A metal atom is held in its solid by roughly one to nine electronvolts, whereas exchanging one simple crystal packing for another usually costs hundredths or tenths of an electronvolt. That small remainder decides which structure a metal adopts. The table compares two cubic packings: fcc, in which each atom has twelve nearest neighbours, and bcc, in which it has eight. E(bcc) − E(fcc) is the cost of bcc per atom, called the gap below, and V(bcc)/V(fcc) − 1 is the accompanying change in volume.

Eight transition metals in the fcc and bcc structures, computed with Ansatz 0.2.0 (plane-wave PAW, r2SCAN, scalar-relativistic, no spin polarisation) in cells relaxed to zero pressure. Plane-wave cutoff 500 eV (600 eV for Tc), k meshes from 14×14×14 to 20×20×20, Gaussian smearing 0.05 eV; energies are extrapolated to zero smearing.

```tsv
element	Z	group	period	volume, fcc (Å³/atom)	E(bcc) - E(fcc) (meV/atom)	V(bcc)/V(fcc) - 1 (%)
Sc	21	3	4	25.12	18	-0.2
Ti	22	4	4	17.36	64	-1.1
Zn	30	12	4	14.27	70	1.3
Y	39	3	5	33.22	52	1.2
Tc	43	7	5	14.28	154	0.8
Cd	48	12	5	21.77	53	1.6
Re	75	7	6	14.75	221	0.6
Os	76	8	6	14.07	778	2.9
```

*Which packing is lower in energy, and is it the one found in nature?* Fcc is lower in all eight metals. Yet all eight are hexagonal close-packed under ordinary conditions, so the gap compares two structures that both lie above the real one. In its ideal form the hexagonal packing also has twelve nearest neighbours and differs from fcc only in the order of its layers, so a series comparing those two would typically show smaller gaps. Zinc and cadmium depart from this ideal form: their hexagonal cells are clearly stretched along the axis. Nor does the gap give a transition temperature: titanium does become bcc on heating, but lattice vibrations stabilise that form, and they are not part of this static calculation.

*Which digits can be trusted?* The energies are converged to about 10 meV per atom, and differences between similar cells are better than that. Such an error would be about 1% of the gap in osmium but more than half of the gap in scandium. Osmium's place at the top is therefore safe against it, while the size of scandium's gap is uncertain. Titanium and zinc lie too close together to be ranked, and so do yttrium and cadmium.

*Would other settings change the picture?* The calculation smears the electron occupations slightly around the Fermi level, the energy up to which states are filled. The gaps in the table are already extrapolated to zero smearing. Judging by the entropy terms of the same runs, this correction changes no gap by more than 0.7 meV. Spin-orbit coupling is a more serious matter, because it was left out and weighs most on heavy elements. Its effect on the gaps of rhenium and osmium is untested here. Nor was another density functional tried, which could matter most where the gaps are small.

*Does bcc need more room because it packs less densely?* Touching hard spheres fill a fraction π/(3√2) ≈ 0.74 of space in fcc and π√3/8 ≈ 0.68 in bcc. For spheres of fixed size, the volume per atom would grow by the factor 0.74/0.68 ≈ 1.09, or about 9%. This estimate has no adjustable constant, and no row of the table entered it. It fails clearly: the largest computed expansion is 2.9%, in osmium, and bcc titanium even shrinks.

The reason is that metal atoms are not spheres of fixed size. With fewer neighbours to share its bonding electrons, an atom forms stronger and shorter bonds to those that remain. The computed volumes imply nearest-neighbour distances 2 to 3% shorter in bcc than in fcc. Bcc also has six second neighbours only about 15% farther away than the first eight, and they contribute to the bonding as well.

*Why is bcc so costly in osmium?* The standard explanation follows the filling of the d band, the group of energy levels formed by overlapping d orbitals. In bcc this band is split into a lower, bonding part and an upper, antibonding part, with a deep valley between them near half filling. Bcc is favoured when the lower part is mostly or completely full. Once the valley is passed, further electrons must enter the upper part, while fcc still offers them lower levels. The penalty therefore builds up until about group 8, where osmium stands. Beyond that it shrinks again, because fcc too must then fill its upper levels.

The numbers fit this account. From rhenium to its neighbour osmium, one more electron raises the gap from 221 to 778 meV. In osmium the density of states at the Fermi level, which counts the levels available there, is 1.7 times as high in bcc as in fcc, as it should be if bcc electrons have reached a crowded upper part. This ratio is only a hint, however, because the energy depends on all occupied levels. Titanium has a slightly larger ratio than rhenium and yet a much smaller gap.

*Could the gap of a group 5 or 6 metal be read off between titanium and technetium?* A line drawn from 64 to 154 meV would predict a moderate preference for fcc. The filling argument says the opposite: these metals have filled most or all of the lower part of the bcc band and little of the upper part, so bcc should win and the gap should be negative. That is what nature shows, since vanadium, niobium, tungsten and their group neighbours are bcc. The gap thus swings with electron count, and interpolating across groups can give even the wrong sign.

*What changes one period further down?* From technetium to rhenium, in the same group, the gap grows by a factor of 1.4. A likely cause is that 5d orbitals reach farther out than 4d orbitals and overlap more strongly. This widens the band and stretches the energy differences within it. The gap also grows from scandium to yttrium, but from zinc to cadmium it falls by 17 meV. The last pair has no partly filled d band to widen, which leads to the final question.

*What remains when the d shell is full?* Zinc and cadmium hold almost exactly ten d electrons per atom in these calculations. When every d level is occupied, it hardly matters how the levels are spread about their average, so the filling argument predicts almost no preference. Yet bcc still costs 70 meV in zinc and 53 meV in cadmium. The outer s and p electrons are the natural candidates, since their energy also depends on how the atoms are arranged, but the calculation does not separate their share.

These two metals show how far the d-band argument carries. Gaps of 50 to 70 meV occur with a full d shell as well as with only two or three d electrons, so a gap of that size in yttrium or titanium does not by itself show that d-band filling is the cause. The gaps of technetium, rhenium and osmium are at least twice as large, and there the partly filled d band is the most plausible main cause. To judge a neighbouring metal, one should first ask where its electron count stands relative to the bcc valley, and only then how wide its band is. The output below lists the differences and neighbour distances used here.

Numerical output:

```
Gap and geometry:
  row  bcc minus fcc (meV/atom)  d electrons in fcc  neighbour distance fcc (A)  neighbour distance bcc (A)  change of distance (%)
   Sc                        18               1.881                       3.287                       3.193                  -2.857
   Ti                        64                2.98                       2.906                       2.815                   -3.15
   Zn                        70               9.973                       2.723                       2.658                  -2.373
    Y                        52               2.138                       3.608                       3.522                  -2.405
   Tc                       154               6.082                       2.723                       2.654                  -2.533
   Cd                        53               9.982                       3.134                       3.063                  -2.276
   Re                       221               5.936                       2.753                       2.681                  -2.598
   Os                       778               6.896                        2.71                       2.659                  -1.861
Rows with fcc below bcc: 8
Gap of Os over gap of Re: 3.52
Gap of Os less gap of Re (meV/atom): 557
Gap of Y less gap of Sc (meV/atom): 34
Gap of Re less gap of Tc (meV/atom): 67
Gap of Re over gap of Tc: 1.435
Gap of Cd less gap of Zn (meV/atom): -17
Gap of Zn less gap of Ti (meV/atom): 6
Gap of Cd less gap of Y (meV/atom): 1
Stated 10 meV as a share of the Sc gap (%): 55.56
Stated 10 meV as a share of the Os gap (%): 1.285
Largest change of a gap on removing the smearing (meV/atom): 0.6998
Hard-sphere volume excess of bcc (%): 8.866
Largest computed volume excess of bcc (%): 2.9
Smallest computed volume excess of bcc (%): -1.1
States at the Fermi level bcc over fcc in Os: 1.701
States at the Fermi level bcc over fcc in Re: 1.266
States at the Fermi level bcc over fcc in Ti: 1.332
States at the Fermi level bcc over fcc in Sc: 1.087
States at the Fermi level bcc over fcc in Zn: 1.014
```
